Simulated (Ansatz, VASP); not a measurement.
**One calculation of As, two programs**

```
As
1.0
     3.05326    0.00000    0.00000
    -1.52663    2.64420    0.00000
     0.00000    0.00000    4.76283
As
2
Direct
  0.33333 0.66667 0.25000
  0.66667 0.33333 0.75000
```

Alike in both runs: functional PBE; k mesh 16 × 16 × 9; occupations fermi-dirac, width 0.05 eV; no spin polarisation.

Ansatz relaxed the structure, and its values are those at the end. VASP's run is a single point on that final structure, the one shown.

```csv
,VASP,Ansatz
version,VASP 6.6.1,Ansatz 0.2.0
potentials or method,"VASP PAW PBE potentials, release 64 (As), cutoff 520 eV","all-electron LAPW, scalar-relativistic"
```

|  | VASP | Ansatz | Ansatz less VASP |
| --- | --- | --- | --- |
| pressure (GPa) | 0.1 | 0.0 | -0.04 |

Ansatz ran all-electron here, so the differences hold the error of VASP's frozen core and of both bases.
